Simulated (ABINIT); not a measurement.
Runs of ABINIT 10.8.3 (patched build) on ZrB2. Symmetry: P6/mmm, No. 191, hexagonal system. The conventional cell has a = 3.170 Å, b = 3.170 Å, c = 3.533 Å, α = 90.00°, β = 90.00°, γ = 120.00°. Around Zr (site symmetry 6/mmm) lie 12 B at 2.54 Å. B (site symmetry -6m2) is surrounded by 3 B at 1.83 Å. 

```csv
level,gap on the mesh (eV),pressure (GPa),relaxed volume (Å³/atom)
PBE,none,0.0,10.29
PBE+D3(BJ),none,0.0,10.02
PBE+D2,none,0.0,10.07
PBE+D3,none,0.0,(a)
```

Alike in all rows: task relaxation of cell and atoms; potentials or basis JTH PAW PBE v2.0; no spin polarisation; cell relaxed; k mesh 10 × 10 × 8; cutoff (eV) 463; smearing fermi-dirac 0.05 eV.

Q: Fill in the values left out.

A: (a) 10.08.

Caveats: pairwise dispersion overbinds metals, which lowers pressure and volume (some runs).

A k mesh can miss the band edges, and the runs leave out spin-orbit coupling on Zr.

A gap of «none» marks a metal or a gap under the smearing width.
